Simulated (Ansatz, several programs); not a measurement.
Si7Ge (P-43m) from a database structure, relaxed with PBE in Ansatz (plane waves, PAW): it is cubic, P-43m (No. 215); conventional cell a = 5.501 Å, 20.81 Å³ an atom. Si has 3 Si at 2.37 Å and 1 Ge at 2.41 Å; Si has 4 Si at 2.37 Å; Ge has 4 Si at 2.41 Å. The cell was then scaled with its shape and fractional coordinates held, which makes it stiffer than a relaxed compression. The values are computed, spin-unpolarised, and not measurements.

```csv
V (Å³/atom),E (meV/atom)
19.558,22.36
20.182,5.31
20.806,0.00
22.055,17.89
```

(1) Pass a cubic E = c₀ + c₁u + c₂u² + c₃u³, with u = V − 20.650 Å³, through these points.

(2) Where is the minimum, and what bulk modulus follows?

(3) Predict the energy and the pressure at the withheld volume, 21.430 Å³.

## Answers

(1) c₀ = 0.32, c₁ = -4.115, c₂ = 13.453, c₃ = -1.1553 (meV and Å³).

(2) dE/du = 0 at u = +0.156, so V₀ = 20.81 Å³. B = V₀ d²E/dV² = 20.81 × (2c₂ + 6c₃u) = 20.81 × 25.825 = 537 meV/Å³, and 1 meV/Å³ is 0.16022 GPa: 86 GPa. A third-order Birch-Murnaghan fit to all five points gives 20.81 Å³ and 85 GPa.

(3) With u = +0.780: E ≈ 4.75 meV and P = −dE/dV ≈ -2.37 GPa. The run gives 4.70 meV and, from its stress, -2.35 GPa.
